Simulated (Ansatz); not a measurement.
A series in volume per atom on AlN

Results calculated with Ansatz 0.2.0, not measured. Periodic Kohn-Sham DFT of a crystal at fixed atoms; Kohn-Sham levels at symmetry points; band -1 is the highest filled and +1 the lowest empty one at that point, spin up along a +z start moment.

Cell of the first row (space group P6_3mc, No. 186):
```
AlN
1.0
      3.0475     0.0000     0.0000
     -1.5237     2.6392     0.0000
      0.0000     0.0000     4.8764
Al N
2 2
Direct
  0.33333 0.66667 0.00000
  0.66667 0.33333 0.50000
  0.33333 0.66667 0.38500
  0.66667 0.33333 0.88500
```

Settings of every row: method all-electron LAPW; functional PBE; relativity scalar; k mesh 11x11x6; filling fermi-dirac; smearing width 0.02 eV; basis error target 1 meV/atom; nucleus gaussian.

Atom start moment: 0 on all atoms.

Limits: semilocal functionals tend to give too small a gap.

| row | volume per atom (Å³) | band gap (eV) | smallest direct gap on path (eV) |
| --- | --- | --- | --- |
| 1 | 9.805 | 4.715 | 4.715 |
| 2 | 10.014 | 4.524 | 4.524 |
| 3 | 10.222 | 4.34 | 4.34 |
| 4 | 10.327 | 4.25 | 4.25 |
| 5 | 10.431 | 4.161 | 4.161 |
| 6 | 10.535 | 4.074 | 4.074 |
| 7 | 10.64 | 3.988 | 3.988 |
| 8 | 10.848 | 3.821 | 3.821 |
| 9 | 11.057 | ? | ? |

Question: what band gap should row 9 give?

Worked fit of band gap. Take t = volume per atom − 10, in Å³. The shown rows have t = -0.195, 0.014, 0.222, 0.327, 0.431, 0.535, 0.64, 0.848. Least squares give band gap = 4.5368 − 0.90023 × t + 0.06629 × t² eV; a straight line predicts inner rows, each left out in turn, worse (root mean square 0.0054 against 0.00034 eV). All shown rows lie on it to the printed digit. The withheld row has t = 1.057, so the fit gives 4.5368 − 0.90023 × (1.057) + 0.06629 × (1.057)² = 3.659 eV.

The calculation gave 3.658 eV. The fit lies 0.001 eV (0.095 % of the column's range) above it, one unit of the last digit. This row lies beyond the range of the fit.

The other values of row 9: smallest direct gap on path 3.658 eV.
